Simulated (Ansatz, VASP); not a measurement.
## One calculation of In, two programs

```
In
1.0
     5.40079    0.00000    0.00000
    -2.70040    4.67722    0.00000
     0.00000    0.00000    3.31834
In
3
Direct
  0.00000 0.00000 0.00000
  0.33333 0.66667 0.50000
  0.66667 0.33333 0.50000
```

This isn't the form of In at room conditions, which is tetragonal.

Alike in both runs: task single point; functional PBE; k mesh 8 × 8 × 10; occupations fermi-dirac, width 0.1 eV; no spin polarisation.

|  | VASP | Ansatz |
| --- | --- | --- |
| version | VASP 6.6.1 | Ansatz 0.2.0 |
| potentials or method | VASP PAW PBE potentials, release 64 (In_d), cutoff 520 eV | all-electron LAPW, scalar-relativistic |

```csv
,VASP,Ansatz,Ansatz less VASP
pressure (GPa),0.0,0.0,+0.04
```

Ansatz ran all-electron here, so the differences hold the error of VASP's frozen core and of both bases.
